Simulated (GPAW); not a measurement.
The system is Hf.

```
Hf
1.0
     2.91381    0.00000    0.00000
     0.00000    2.91381    0.00000
     0.00000    0.00000    2.91381
Hf
1
Direct
  0.50000 0.50000 0.50000
```

The cell was built by a generator and needn't be a form met in nature.

Base run:

```yaml
Program: GPAW 26.7.0
Functional: SCAN
Potentials_or_basis: GPAW PAW data sets (gpaw-data 1.2.1)
Cutoff: 600 eV
Basis: pw
k_mesh: 9 × 9 × 9
Occupations: fermi-dirac, width 0.05 eV
Spin: no spin polarisation
```

Its results: band gap on the k mesh none (metal or under the smearing width); pressure -3.2 GPa.

The run is repeated on the same cell with these changes: functional from SCAN to PBE. What comes out?

Band gap on the k mesh none (metal or under the smearing width); pressure 0.6 GPa.

Caveats: the PAW data sets were made with another functional, which shifts forces and pressure a little (some runs).
